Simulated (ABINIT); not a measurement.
The system is CdS (Greenockite).

```
CELL_PARAMETERS angstrom
4.15000 0.00000 0.00000
-2.07500 3.59401 0.00000
0.00000 0.00000 6.73700
ATOMIC_POSITIONS crystal
Cd 0.66667 0.33333 0.50000
Cd 0.33333 0.66667 0.00000
S 0.66667 0.33333 0.87500
S 0.33333 0.66667 0.37500
```

Program: ABINIT 10.8.3 (patched build). Alike in all runs: potentials or basis JTH PAW PBE v2.0; no spin polarisation; cell as given; cutoff (eV) 544; smearing fermi-dirac 0.05 eV. Hardware: 1 thread of Arm Neoverse V2, with other jobs on the host.

Order these runs on this cell by their wall time, lowest first.
A. task band structure; level WC; k mesh 7 × 7 × 4; mesh quality not flagged
B. task single point; level PBEsol; k mesh 3 × 3 × 2; mesh quality coarse
C. task single point; level PBE; k mesh 3 × 3 × 2; mesh quality coarse
D. task single point; level PBEsol; k mesh 9 × 9 × 5; mesh quality not flagged

C (20 s), B (62 s), D (220 s), A (600 s).

Caveats: some runs use coarse meshes.

Not every run made on this cell is shown here.
